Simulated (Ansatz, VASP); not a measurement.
# One calculation of Bi, two programs

File INCAR:

```
SYSTEM = Bi
ALGO = Normal
EDIFF = 1E-7
ENCUT = 520
GGA = PE
ISIF = 2
ISMEAR = 0
LASPH = .True.
LCHARG = .False.
LREAL = .False.
LWAVE = .False.
NBANDS = 14
NELM = 60
PREC = Accurate
SIGMA = 0.1
```

Contents of KPOINTS:

```
k-points
0
Gamma
  16 16 16
  0 0 0
```

Contents of POSCAR:

```
Bi
1.0
   -2.0115250273      2.0115250273      2.0115250273
    2.0115250273     -2.0115250273      2.0115250273
    2.0115250273      2.0115250273     -2.0115250273
Bi
1
Direct
    0.0000000000      0.0000000000      0.0000000000
```

Input for Ansatz:

```yaml
crystal:
  lattice:
    - [-2.0115250273, 2.0115250273, 2.0115250273]
    - [2.0115250273, -2.0115250273, 2.0115250273]
    - [2.0115250273, 2.0115250273, -2.0115250273]
  atoms:
    - { symbol: Bi, position: [0.0, 0.0, 0.0] }
basis:
  ecutwfc: 420
kpoints:
  mp_grid: { grid: [16, 16, 16] }
hamiltonian:
  xc: pbe
scf:
  occupations: { method: gaussian, width: 0.1 }
output:
  forces: true
  stress: true
  eigenvalues: true
```

Alike in both runs: task single point; functional PBE; k mesh 16 × 16 × 16; occupations gaussian, width 0.1 eV; no spin polarisation.

```csv
,VASP,Ansatz
version,VASP 6.6.1,Ansatz 0.2.0
potentials or method,"VASP PAW PBE potentials, release 64 (Bi_d)","scalar-relativistic, plane waves, PAW"
plane-wave cutoff (eV),520,420
valence electrons in the cell,15,15
```

|  | VASP | Ansatz | Ansatz less VASP |
| --- | --- | --- | --- |
| gap on the k mesh at the Fermi level (eV) | none | none | - |
| pressure (GPa) | -1.4 | -1.4 | +0.06 |

A gap of «none» marks a metal or a gap that the smearing closes.

Caveats: spin-orbit coupling is left out, which moves the levels of the heavy elements.
